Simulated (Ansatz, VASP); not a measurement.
**Te: VASP beside Ansatz**

```xyz
1
Lattice="3.1509 0.0000 0.0000 0.0000 3.1509 0.0000 0.0000 0.0000 3.1509" Properties=species:S:1:pos:R:3 pbc="T T T"
Te    0.0000    0.0000    0.0000
```

Alike in both runs: functional PBEsol; k mesh 10 × 10 × 10; occupations fermi-dirac, width 0.1 eV; no spin polarisation.

Ansatz relaxed the structure, and its values are those at the end. VASP's run is a single point on that final structure, the one shown.

|  | VASP | Ansatz |
| --- | --- | --- |
| version | VASP 6.6.1 | Ansatz 0.2.0 |
| potentials or method | VASP PAW PBE potentials, release 64 (Te) | plane waves (420 eV) with PAW, scalar-relativistic |
| plane-wave cutoff (eV) | 520 | 420 |
| valence electrons in the cell | 6 | 16 |

|  | VASP | Ansatz | Ansatz less VASP |
| --- | --- | --- | --- |
| pressure (GPa) | 0.0 | 0.0 | -0.04 |

The functional is the same, so the differences come from potentials, cutoffs and numerics. The two sets of potentials don't hold the same shells in valence. Ansatz warned: «pseudo_functional_mismatch».

Caveats: the PAW data sets were made with another functional, which shifts forces and pressure a little (VASP). Spin-orbit coupling is left out, which matters for the levels of Te.
